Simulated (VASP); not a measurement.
Crystal: Pt.

```xyz
1
Lattice="-1.5599 1.5599 1.5599 1.5599 -1.5599 1.5599 1.5599 1.5599 -1.5599" Properties=species:S:1:pos:R:3 pbc="T T T"
Pt    0.0000    0.0000    0.0000
```

This isn't the form of Pt at room conditions, which is fcc.

Base run:

```yaml
Program: VASP 6.6.1
Functional: PBEsol
Potentials_or_basis: VASP PAW PBE potentials, release 64 (Pt)
Cutoff: 520 eV
k_mesh: 18 × 18 × 18
Occupations: gaussian, width 0.5 eV
Spin: no spin polarisation
```

Its results: band gap on the k mesh none (metal or under the smearing width); pressure 1.1 GPa.

Q: The run is repeated on the same cell with these changes: cutoff from 520 eV to 900 eV; occupations from gaussian, width 0.5 eV to gaussian, width 0.1 eV. What comes out?

A: Band gap on the k mesh none (metal or under the smearing width); pressure 0.0 GPa.

Caveats: the PAW data sets were made with another functional, which shifts forces and pressure a little.
